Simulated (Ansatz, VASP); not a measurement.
# One calculation of RbBr, two programs

File INCAR:

```
SYSTEM = RbBr
ALGO = Normal
EDIFF = 1E-7
ENCUT = 520
GGA = PE
ISIF = 2
ISMEAR = -1
LASPH = .TRUE.
LCHARG = .TRUE.
LELF = .TRUE.
LREAL = .FALSE.
LVHAR = .TRUE.
LWAVE = .FALSE.
NBANDS = 15
NELM = 100
PREC = Accurate
SIGMA = 0.05
```

KPOINTS

```
k-points
0
G
  9 9 9
  0 0 0
```

File POSCAR:

```
RbBr
1.0
    0.0000000000      3.4481421532      3.4481421532
    3.4481421532      0.0000000000      3.4481421532
    3.4481421532      3.4481421532      0.0000000000
Rb Br
1 1
Direct
    0.0000000000      0.0000000000      0.0000000000
    0.5000000000      0.5000000000      0.5000000000
```

Input for Ansatz:

```yaml
crystal:
  lattice:
    - [0.0, 3.4481421532, 3.4481421532]
    - [3.4481421532, 0.0, 3.4481421532]
    - [3.4481421532, 3.4481421532, 0.0]
  atoms:
    - { symbol: Rb, position: [0.0, 0.0, 0.0] }
    - { symbol: Br, position: [0.5, 0.5, 0.5] }
kpoints:
  mp_grid: { grid: [9, 9, 9] }
scf:
  occupations: { method: fermi_dirac, width: 0.05 }
hamiltonian:
  xc: pbe
  pseudopotentials: { kind: all_electron, lapw: { basis_error: 0.001 } }
output:
  forces: true
  stress: true
  eigenvalues: true
```

Change from the starting cell: volume scaled by 0.95.

Alike in both runs: task single point; functional PBE; k mesh 9 × 9 × 9; occupations fermi-dirac, width 0.05 eV; no spin polarisation.

|  | VASP | Ansatz |
| --- | --- | --- |
| version | VASP 6.6.1 | Ansatz 0.2.0 |
| potentials or method | VASP PAW PBE potentials, release 64 (Rb_sv, Br) | all-electron LAPW, scalar-relativistic |
| plane-wave cutoff (eV) | 520 | see its input |

|  | VASP | Ansatz | Ansatz less VASP |
| --- | --- | --- | --- |
| gap on the k mesh at the Fermi level (eV) | 4.32 | 4.32 | +0.002 |
| pressure (GPa) | 0.7 | 0.7 | -0.03 |

Ansatz ran all-electron here, so the differences hold the error of VASP's frozen core and of both bases.

Caveats: an odd mesh through Γ misses points on the zone boundary, where band edges often lie.
